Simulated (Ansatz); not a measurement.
C: start and end of a relaxation

A trial structure of C was built thus: 3-connected net of one element (P6_322, No. 182). Lengths were set from tabulated atomic sizes, so they are only a guess.

start.cif

```cif
data_structure
_symmetry_space_group_name_H-M 'P6_322'
_symmetry_Int_Tables_number 182
_cell_length_a 4.7656
_cell_length_b 4.7656
_cell_length_c 3.7844
_cell_angle_alpha 90.000
_cell_angle_beta 90.000
_cell_angle_gamma 120.000
_cell_volume 74.43
loop_
_atom_site_label
_atom_site_type_symbol
_atom_site_symmetry_multiplicity
_atom_site_Wyckoff_symbol
_atom_site_fract_x
_atom_site_fract_y
_atom_site_fract_z
_atom_site_occupancy
C1 C 12 i 0.62220 0.66580 0.31317 1
```

The calculation used DFT PBE, scalar-relativistic, plane waves, PAW in Ansatz. Cutoff 420 eV, Gaussian smearing, Γ-centred meshes. Cell and atoms relax first on a coarse mesh and then on a converged one. In between, the cell is made exact in the group found at 0.06 Å. The steps can't lower the symmetry of their start. No spin polarisation in the relaxation; trial moments died out in a coarse test.

end.cif

```cif
data_structure
_symmetry_space_group_name_H-M 'P6_3/mmc'
_symmetry_Int_Tables_number 194
_cell_length_a 2.5115
_cell_length_b 2.5115
_cell_length_c 4.1804
_cell_angle_alpha 90.000
_cell_angle_beta 90.000
_cell_angle_gamma 120.000
_cell_volume 22.84
loop_
_atom_site_label
_atom_site_type_symbol
_atom_site_symmetry_multiplicity
_atom_site_Wyckoff_symbol
_atom_site_fract_x
_atom_site_fract_y
_atom_site_fract_z
_atom_site_occupancy
C1 C 4 f 0.33333 0.66667 0.06273 1
```

The symmetry goes from P6_322 (No. 182) to P6_3/mmc (No. 194), and the primitive cell from 12 to 4 atoms. The end has the lonsdaleite type. The volume per atom shrinks by 8.0 %, from 6.2 to 5.7 Å³. The shortest distance goes from 1.45 Å (C–C) to 1.54 Å (C–C). The energy falls by about 1.0 eV/atom (the start's value is from the coarse mesh). The end is written in a standard setting, so origin, axes and order of atoms can differ from the start's.

For C, the volume per atom is 5.71 Å³, the density is 3.49 g/cm³ and the energy over the standard state is +0.161 eV/atom. The gap on the 12×12×6 mesh of the 4-atom cell is 3.35 eV.

Energies count from the standard state of C at the same level. It lies above the standard state, so it could only be metastable.

The last run used Gaussian smearing of 0.02 eV. Kohn–Sham gaps at this level usually fall short of measured ones. The reference form of C is held partly by dispersion forces, which this level lacks. A structure relaxed within its symmetry needn't be a true minimum. In all, the 3 runs took 73 s on 1 thread of Intel(R) Xeon(R) Processor @ 2.70GHz, with other jobs on the host.
